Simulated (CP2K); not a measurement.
TiO2 in CP2K: the effect of dispersion

TiO2:

```xyz
9
Lattice="5.3075 0.0000 0.0000 -2.9325 4.8379 0.0000 -0.1090 0.1588 6.1037" Properties=species:S:1:pos:R:3 pbc="T T T"
Ti   -0.5720    4.8655    2.0132
Ti   -1.3770    2.3210    4.0532
Ti    1.1722    2.7797    6.0944
O     1.2501    1.4809    1.2368
O     3.3422    0.5971    3.4164
O     2.9279    3.1005    5.4354
O     0.2835    2.1247    4.7264
O    -1.5298    3.3745    2.7635
O     0.5254    4.3396    0.7789
```

The cell comes from a database or a generator and needn't be the stable form of this composition.

The cell isn't the ideal one: all atoms moved at random.

Alike in all runs:

```yaml
Program: CP2K 2026.2
Task: single point
Functional: PBE
Potentials_or_basis: POTENTIAL_UZH Ti GTH-PBE-q12, O GTH-PBE-q6; DZVP-MOLOPT-PBE-GTH basis
Density_cutoff: 8163 eV
k_mesh: 5 × 4 × 4
Occupations: fermi-dirac, width 0.05 eV
Spin: no spin polarisation
```

| dispersion | pressure (GPa) | largest force (eV/Å) |
| --- | --- | --- |
| none | ? | ? |
| D2 | 0.0 | 4.35 |
| D3 | 0.2 | 4.35 |
| D3(BJ) | -0.1 | 4.34 |
| D4 | 3.9 | 4.50 |
| rVV10 | 0.7 | 4.36 |
| D3(BJ)+ATM | 0.0 | 4.34 |

**Question.** What does the run with dispersion none give?

**Answer.** Pressure 1.4 GPa; largest force 4.34 eV/Å.

Caveats: the basis of atomic orbitals isn't converged, which shifts pressures, moduli and gaps; forces of over 1 eV/Å show positions far from the minimum, so gaps and moduli don't describe the material at rest.
